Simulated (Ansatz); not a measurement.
This geometry of a periodic cell of 23 atoms, Si$_{8}$NO$_{14}$ (host SiO2, host structure P1, dopant N, one O atom removed), cell charge +2 is a first-order saddle point.

All numbers below come from DFT PBEsol, scalar-relativistic, plane waves, PAW (Ansatz 0.2.0). Settings: PAW set soft_1, cutoff 420 eV, k mesh 2x2x2, fermi-dirac smearing 0.02 eV, spin collinear.

```xyz
23
Lattice="-5.6579 -5.2657 0.0000 4.5381 -5.2657 0.0000 2.0996 2.2759 6.2332" Properties=species:S:1:pos:R:3
Si -0.960 -6.267 1.300
Si -2.696 -5.638 3.770
Si -3.540 -7.192 0.330
Si 1.364 -2.900 2.859
O -0.013 -7.629 1.775
O -3.616 -4.270 3.480
O -2.029 -6.606 0.162
O 2.207 -3.082 1.474
O 1.090 -0.750 0.878
O -1.545 -5.597 2.618
O 2.040 -1.690 3.737
O -1.963 -5.528 5.179
Si -0.310 -1.076 1.638
Si 2.473 -5.450 3.798
Si 1.379 -6.503 0.084
Si 0.911 -8.049 3.008
O -0.171 -2.485 2.457
O 1.362 -4.301 3.670
N -1.606 -1.076 0.536
O 0.276 -5.447 0.559
O 3.664 -5.242 2.706
O 1.762 -6.937 3.714
O 3.179 -5.367 5.269
```

(1) Which two structures does it join? (They come from a converged band through this point; their orientation in space is the band's.)

(2) How far does it lie above each of them?

## Answers

(1) Contacts lost: O5–Si15, Si15–Si16, Si16–N19. The atom that moves furthest is N19, by 1.76 Å.

Image 0:

```xyz
23
Lattice="-5.6579 -5.2657 0.0000 4.5381 -5.2657 0.0000 2.0996 2.2759 6.2332" Properties=species:S:1:pos:R:3
Si -0.971 -6.203 1.244
Si -2.423 -5.462 3.667
Si -3.778 -7.180 0.381
Si 1.460 -2.785 3.045
O -0.036 -7.704 1.530
O -3.291 -4.136 3.243
O -2.362 -6.365 0.479
O 1.942 -3.098 1.508
O 0.520 -1.031 0.704
O -1.140 -5.489 2.652
O 2.308 -1.510 3.555
O -1.791 -5.454 5.128
Si -0.625 -1.357 1.790
Si 2.347 -5.455 3.832
Si 1.108 -7.096 0.262
Si 1.265 -7.926 2.667
O -0.124 -2.376 2.961
O 1.522 -4.089 3.978
N -2.137 -2.137 1.352
O 0.282 -5.681 0.295
O 3.338 -5.302 2.533
O 1.357 -6.753 3.756
O 3.300 -5.640 5.150
```

Image 6:

```xyz
23
Lattice="-5.6579 -5.2657 0.0000 4.5381 -5.2657 0.0000 2.0996 2.2759 6.2332" Properties=species:S:1:pos:R:3
Si -0.968 -6.306 1.401
Si -2.698 -5.596 3.773
Si -3.437 -7.195 0.263
Si 1.390 -2.863 2.793
O -0.339 -7.665 2.178
O -3.667 -4.235 3.731
O -1.905 -6.646 0.140
O 2.269 -3.058 1.436
O 1.184 -0.734 0.768
O -1.699 -5.404 2.502
O 2.057 -1.670 3.711
O -1.825 -5.592 5.118
Si -0.240 -1.028 1.505
Si 2.504 -5.418 3.705
Si 1.502 -6.424 -0.026
Si 0.796 -8.026 3.215
O -0.124 -2.439 2.326
O 1.381 -4.277 3.589
N -1.460 -0.897 0.311
O 0.402 -5.610 0.777
O 3.681 -5.237 2.593
O 1.813 -6.916 3.669
O 3.235 -5.273 5.169
```

(2) 1.52 eV above the first and 0.03 eV above the second. This is the barrier of this one path; another mechanism may lie lower. Limits of this set-up: coarse k mesh, PAW files made for another functional, charged cell in a uniform background, uncorrected.

Time of the run: 33 min on 2 threads of Intel(R) Xeon(R) Platinum 8559C (Emerald Rapids), with other jobs on the host, peak memory 2.3 GiB.
